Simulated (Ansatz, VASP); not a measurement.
## Two plane-wave programs on BN

The input INCAR:

```
SYSTEM = BN
ALGO = Normal
EDIFF = 1E-6
ENCUT = 520
GGA = PE
ISIF = 2
ISMEAR = 0
LASPH = .True.
LCHARG = .False.
LREAL = .False.
LWAVE = .False.
NBANDS = 26
NELM = 60
PREC = Accurate
SIGMA = 0.1
```

KPOINTS

```
k-points
0
Gamma
  12 12 2
  0 0 0
```

POSCAR

```
BN
1.0
    2.4168338500      0.0000000000      0.0000000000
   -1.2084169300      2.0930395100      0.0000000000
    0.0000000000      0.0000000000      7.8933073800
B N
4 4
Direct
    0.0000000000      0.0000000000      0.0937500000
    0.0000000000      0.0000000000      0.5937500000
    0.3333333300      0.6666666700      0.3437500000
    0.6666666700      0.3333333300      0.8437500000
    0.0000000000      0.0000000000      0.4062500000
    0.0000000000      0.0000000000      0.9062500000
    0.3333333300      0.6666666700      0.1562500000
    0.6666666700      0.3333333300      0.6562500000
```

Input for Ansatz:

```yaml
crystal:
  lattice:
    - [2.41683385, 0.0, 0.0]
    - [-1.20841693, 2.09303951, 0.0]
    - [0.0, 0.0, 7.89330738]
  atoms:
    - { symbol: B, position: [0.0, 0.0, 0.09375] }
    - { symbol: B, position: [0.0, 0.0, 0.59375] }
    - { symbol: B, position: [0.33333333, 0.66666667, 0.34375] }
    - { symbol: B, position: [0.66666667, 0.33333333, 0.84375] }
    - { symbol: "N", position: [0.0, 0.0, 0.40625] }
    - { symbol: "N", position: [0.0, 0.0, 0.90625] }
    - { symbol: "N", position: [0.33333333, 0.66666667, 0.15625] }
    - { symbol: "N", position: [0.66666667, 0.33333333, 0.65625] }
basis:
  ecutwfc: 420
kpoints:
  mp_grid: { grid: [12, 12, 2] }
hamiltonian:
  xc: pbe
scf:
  occupations: { method: gaussian, width: 0.1 }
  lower_state_search: "off"
output:
  forces: true
  stress: true
  eigenvalues: true
```

Alike in both runs: task single point; functional PBE; k mesh 12 × 12 × 2; occupations gaussian, width 0.1 eV; no spin polarisation.

|  | VASP | Ansatz |
| --- | --- | --- |
| version | VASP 6.6.1 | Ansatz 0.2.0 |
| potentials or method | VASP PAW PBE potentials, release 64 (B, N) | scalar-relativistic, plane waves, PAW |
| plane-wave cutoff (eV) | 520 | 420 |
| valence electrons in the cell | 32 | 32 |

Ansatz gave:

| Quantity | Value |
| --- | --- |
| gap on the k mesh at the Fermi level (eV) | 5.91 |
| least direct gap on the mesh (eV) | 8.27 |
| rms of the force components (eV/Å) | 0.129 |

Task: What did VASP give for the same quantities?

Result: gap on the k mesh at the Fermi level (eV): 5.90; least direct gap on the mesh (eV): 8.25; rms of the force components (eV/Å): 0.130.

Atom by atom the forces differ by 0.001 eV/Å (rms over components). With one functional, cell and mesh, what is left measures potentials, basis and numerics.

 A k mesh can miss the band edges.
